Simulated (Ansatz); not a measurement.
## Zn2S3: from a trial structure to a relaxed crystal

All numbers below come from DFT PBE, scalar-relativistic, plane waves, PAW in Ansatz.

Zn2S3 was placed on the sites of a reported La2O3 cell (P321, No. 150), with Zn in place of La, S in place of O, at a guessed volume.

Input of the last, converged step (default PAW datasets):

```yaml
crystal:
  lattice:
    - [4.7078892476, 0.0, 0.0]
    - [-2.3539446238, 4.0771516866, 0.0]
    - [0.0, 0.0, 5.1898364843]
  atoms:
    - { symbol: Zn, position: [0.3333333333, 0.6666666667, 0.4045589775] }
    - { symbol: Zn, position: [0.6666666667, 0.3333333333, 0.5954410225] }
    - { symbol: S, position: [0.2783445362, 0.2783445362, 0.0] }
    - { symbol: S, position: [0.7216554638, 0.0, 0.0] }
    - { symbol: S, position: [0.0, 0.7216554638, 0.0] }
basis:
  ecutwfc: 420
kpoints:
  mp_grid: { grid: [12, 12, 8] }
hamiltonian:
  xc: pbe
scf:
  occupations: { method: gaussian, width: 0.1 }
output:
  forces: true
  stress: true
  eigenvalues: true
relax:
  adjacent_minimum: "off"
  f_tol: 0.01
  max_steps: 80
  cell: { stress_tol: 0.05 }
```

Launched as:

```bash
ansatz run input.yaml --threads 1 --pin off --max-ram 2560MiB --backend cpu --events-out ev --progress --plain --runs-dir out
```

The run took 2.9 min on 1 thread of Arm Neoverse V2 (shared host), peak memory 0.53 GiB.

The program printed at the end:

```
SCF converged after 7 iterations
Free energy (F): -9342.018105 eV
Harris-Foulkes:  -9342.018105 eV  (|F-HF|=9.09e-12)
Internal energy: -9342.007657 eV  (E = F + TS)
E sigma→0 (E₀):  -9342.012881 eV
Entropy (-TS):   -0.010448 eV (-2.090 meV/atom)
Fermi energy:    6.883346 eV
--- Per-component energies (eV) ---
  E_band       = 9.456922
  E_kinetic    = 575.772320
  E_local      = -4144.706274  (includes V_loc(G=0)·N_el)
  E_nonlocal   = 1314.926435
  E_hartree    = 1715.926978
  E_xc         = -561.298424
  E_vxc        = -360.193254  (∫ρ·V_xc dr)
  E_paw        = -5455.835478  (= ΣΔE_a)
  E_vpaw       = -808.195573  (= ΣTr[D̂ρ^β])
  E_aug_tail   = -0.000733  (compensation charges beyond the density's cutoff)
  E_ewald      = -2786.792481
  E_smearing   = -0.010448  (= −TS)
  E_closure    = 0.000000  (closes the sum)
  Σ components = -9342.018105   (vs F -9342.018105, Δ=0.00e0)
--- Forces (eV/Å), atoms counted from 1 ---
  atom   1  Zn     0.00000000     0.00000000     0.00151585
  atom   2  Zn     0.00000000     0.00000000    -0.00151585
  atom   3  S      0.00363671     0.00629898     0.00000000
  atom   4  S     -0.00727343     0.00000000     0.00000000
  atom   5  S      0.00363671    -0.00629898     0.00000000
  max |Σ_I F_I| component: 7.97e-16 eV/Å
--- Stress (GPa, compression-positive) ---
       -0.005563       0.000000       0.000000
        0.000000      -0.005563       0.000000
        0.000000       0.000000       0.010828
  P = ⅓ Tr σ = -0.0001 GPa (-0.001 kbar)
--- Relaxed structure (5 steps of the walk, 5 accepted, 1 SCFs on fresh bases) ---
  F+E_penalty+E_count = -9342.01810512 eV   max|allowed force component| = 7.273e-3 eV/Å   (the final SCF, on the basis selected at the relaxed cell)
  cell:  # Å, volume = 100.8793 Å³
    - [4.698851, 0.000000, 0.000000]
    - [-2.349426, 4.069325, 0.000000]
    - [0.000000, 0.000000, 5.275795]
  atoms:
    - { symbol: Zn, position: [0.333333, 0.666667, 0.409569] }
    - { symbol: Zn, position: [0.666667, 0.333333, 0.590431] }
    - { symbol: S, position: [0.277034, 0.277034, 0.000000] }
    - { symbol: S, position: [0.722966, 0.000000, 0.000000] }
    - { symbol: S, position: [0.000000, 0.722966, 0.000000] }
```

Absolute energies hang on the potentials; compare differences alone.

The result has space group P321 (No. 150). Zn has 3 S at 2.76 Å and 3 Zn at 2.88 Å; around S lie 2 S at 2.25 Å.

Against the elements it lies at 0.45 eV/atom. Formation energies are uncorrected and refer to the elements' standard structures at the same level.

For metals, differences of a few meV/atom aren't resolved.

A structure relaxed within its symmetry needn't be a true minimum.